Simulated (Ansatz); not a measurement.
# AlRu: energy along a strain

AlRu, Pm-3m, a = 3.004 Å. The structure is a COD entry; whether it is the stable form wasn't checked. Ansatz: PBE, PAW, 420 eV, Γ-centred 20×20×20 mesh on 2 atoms, Gaussian smearing 0.15 eV; no spin polarisation. Cell vectors (Å): 3.004 0.000 0.000; 0.000 3.004 0.000; 0.000 0.000 3.004. The cell is strained by x per cent times the pattern (1 -1 0 0 0 0) in the order xx yy zz yz xz xy (engineering shears), with fractional coordinates held. y is the free energy over the start, V0 = 13.555 Å³/atom. Symmetry makes y even in x. Points with a strain past 8.5 % were computed too (4) and aren't used here.

| x (%) | y (meV/atom) |
| --- | --- |
| -7.50 | 84.21 |
| 0.00 | 0.00 |
| 1.87 | 4.94 |
| 3.75 | 20.13 |
| 5.62 | ? |

Fit y = c2 x² + c4 x⁴ to the other rows, get the stiffness along the pattern, and predict the missing energy.

Least squares on the rows shown. y = 1.4094 x² + 0.0015590 x⁴. The clamped-ion stiffness p·C·p = 2 × 14.09 eV × 160.2 / 13.555 Å³ = 333 GPa. At x = 5.62 the fit asked for gives 46.07 meV/atom. The run gave 46.14 meV/atom, so the fit is 0.07 meV/atom too low, a small miss on the scale of the series.